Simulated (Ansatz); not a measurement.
**SiC: energy over the lattice constants a and c**

How does the energy of SiC (P6_3mc, No. 186; 8 atoms in the cell) change over two coordinates at once? A grid of runs gives the map.

Program: Ansatz 0.2.0. Level of theory: DFT PBEsol, scalar-relativistic, plane waves, PAW. These are calculated values, not measurements.

17 further runs of the same task are left out: 17 set aside as unsound or not needed. Runs told in other sessions of the task aren't counted.

## (1) The structure to begin with

Symmetry: P6_3mc, No. 186, hexagonal system. The conventional cell has a = 3.078 Å, b = 3.078 Å, c = 10.076 Å, α = 90.00°, β = 90.00°, γ = 120.00°. Around Si (site symmetry 3m) lie 4 C at 1.89 Å. Si (site symmetry 3m) is surrounded by 4 C at 1.88 to 1.89 Å. C (site symmetry 3m) has 4 Si at 1.88 to 1.89 Å in its first shell of neighbours. Around C (site symmetry 3m) lie 4 Si at 1.89 Å.

Structure file:

```cif
data_structure
_symmetry_space_group_name_H-M 'P 1'
_symmetry_Int_Tables_number 1
_cell_length_a 3.0781
_cell_length_b 3.0781
_cell_length_c 10.0758
_cell_angle_alpha 90.000
_cell_angle_beta 90.000
_cell_angle_gamma 120.000
_cell_volume 82.67
loop_
_atom_site_label
_atom_site_type_symbol
_atom_site_fract_x
_atom_site_fract_y
_atom_site_fract_z
_atom_site_occupancy
Si1 Si 0.66667 0.33333 0.93783 1
Si2 Si 0.33333 0.66667 0.43783 1
Si3 Si 0.00000 0.00000 0.68790 1
Si4 Si 0.00000 0.00000 0.18790 1
C1 C 0.66667 0.33333 0.74982 1
C2 C 0.33333 0.66667 0.24982 1
C3 C 0.00000 0.00000 0.50045 1
C4 C 0.00000 0.00000 0.00045 1
```

It goes back to an entry of the Materials Project.

This cell was relaxed beforehand with the same method: volume 10.33 Å³/atom, gap on the mesh 2.12 eV.

## (2) Plan of the scan

The energy is mapped over the lattice constants a and c of the conventional cell.

First coordinate, lattice constant a (and b): 7 values from 2.863 to 3.293 Å. Second coordinate, lattice constant c: 7 values from 9.270 to 10.882 Å.

Nothing else is relaxed (fractional coordinates fixed). Energies count from the relaxed crystal. Points are written as (first, second).

## (3) The run at (3.006 Å, 9.807 Å)

Contents of input.yaml:

```yaml
crystal:
  lattice:
    - [3.0062, 0.0, 0.0]
    - [-1.5031, 2.6034455689, 0.0]
    - [0.0, 0.0, 9.8071]
  atoms:
    - { symbol: Si, position: [0.6666666667, 0.3333333333, 0.9378278494] }
    - { symbol: Si, position: [0.3333333333, 0.6666666667, 0.4378278494] }
    - { symbol: Si, position: [0.0, 0.0, 0.6878973398] }
    - { symbol: Si, position: [0.0, 0.0, 0.1878973398] }
    - { symbol: C, position: [0.6666666667, 0.3333333333, 0.7498191768] }
    - { symbol: C, position: [0.3333333333, 0.6666666667, 0.2498191768] }
    - { symbol: C, position: [0.0, 0.0, 0.500454634] }
    - { symbol: C, position: [0.0, 0.0, 0.000454634] }
basis:
  ecutwfc: 520.0
kpoints:
  mp_grid: { grid: [12, 12, 4] }
hamiltonian:
  xc: pbesol
  pseudopotentials: { kind: paw, azcp: { folder: soft_1 } }
scf:
  occupations: { method: gaussian, width: 0.05 }
output:
  forces: true
  stress: true
  eigenvalues: true
```

Started as:

```console
ansatz run input.yaml --threads 2 --pin off --max-ram 4096MiB --backend cpu --events-out ev --progress --plain --runs-dir out
```

The session goes on with these runs: the other points that were computed.

Before running it: what results should come out? Wanted: lowest point; highest computed point; pressure.

As calculated:

```
              quantity                                                                          value
          lowest point                                                (3.078 Å, 10.076 Å), 0 meV/atom
highest computed point                              (2.863 Å, 9.270 Å), 433 meV/atom above the lowest
        pressure (GPa)  −31 at (3.293 Å, 10.882 Å) to 79 at (2.863 Å, 9.270 Å); 0 at the lowest point
   time for all points                                               12 min on 2 threads, shared host
```

What this shows: The lowest computed point is at (3.078 Å, 10.076 Å), which is the relaxed crystal itself. The grid shows no well of another kind. The highest computed point, (2.863 Å, 9.270 Å), lies 433 meV/atom above the lowest. Round the minimum the two coordinates are nearly uncoupled. With the other coordinates free, the energies away from the reference would be the same or lower.
